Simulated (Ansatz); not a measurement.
# MnO: the cost of one run

Method: DFT PBEsol without U, plane waves, PAW, in Ansatz 0.2.0.

1 further run of the same task is left out (it didn't finish).

### 1 The structure to begin with

It takes space group P6_3mc (No. 186, hexagonal). The conventional cell has a = 3.372 Å, b = 3.372 Å, c = 5.385 Å, α = 90.00°, β = 90.00°, γ = 120.00°. Mn (site symmetry 3m) has 4 O at 1.96 to 2.08 Å as nearest neighbours. Around O (site symmetry 3m) lie 4 Mn at 1.96 to 2.08 Å.

Coordinates:

```
Mn O
1.0
     3.37170    0.00000    0.00000
    -3.37170    5.83996    0.00000
     0.00000    0.00000    5.38550
Mn O
4 4
Direct
  0.33333 0.33333 0.01096
  0.66667 0.16667 0.51096
  0.33333 0.83333 0.01096
  0.66667 0.66667 0.51096
  0.33333 0.33333 0.37547
  0.66667 0.16667 0.87547
  0.33333 0.83333 0.37547
  0.66667 0.66667 0.87547
```

An earlier series on this cell reached its lowest free state from «antiferromagnetic start, free», perhaps among other starts.

### 2 No spin polarisation

input.yaml

```yaml
crystal:
  lattice:
    - [3.37170019, 0.0, 0.0]
    - [-3.37170018, 5.83995604, 0.0]
    - [0.0, 0.0, 5.38549882]
  atoms:
    - { symbol: Mn, position: [0.3333333333, 0.3333333334, 0.01096] }
    - { symbol: Mn, position: [0.6666666667, 0.1666666666, 0.51096] }
    - { symbol: O, position: [0.3333333333, 0.3333333334, 0.37547] }
    - { symbol: O, position: [0.6666666667, 0.1666666666, 0.87547] }
    - { symbol: Mn, position: [0.3333333333, 0.8333333333, 0.01096] }
    - { symbol: Mn, position: [0.6666666667, 0.6666666666, 0.51096] }
    - { symbol: O, position: [0.3333333333, 0.8333333333, 0.37547] }
    - { symbol: O, position: [0.6666666667, 0.6666666666, 0.87547] }
basis:
  ecutwfc: 420
  ecutrho_ratio: 4
kpoints:
  mp_grid: { grid: [6, 6, 4] }
hamiltonian:
  xc: pbesol
scf:
  occupations: { method: gaussian, width: 0.05 }
  lower_state_search: "off"
  max_iter: 150
output:
  forces: true
  stress: true
  eigenvalues: true
  populations: true
  hubbard:
    sites:
      - { site: 0, l: d }
      - { site: 1, l: d }
      - { site: 4, l: d }
      - { site: 5, l: d }
```

The run is started by

```
ansatz run input.yaml --threads 4 --pin off --max-ram 6144MiB --backend cpu --events-out ev --progress --plain --runs-dir out
```

**Question.** How long does this run take on 4 threads of Arm Neoverse V1, shared host, and how much memory does it need?

About 8.6 s, with a peak of 0.52 GiB.
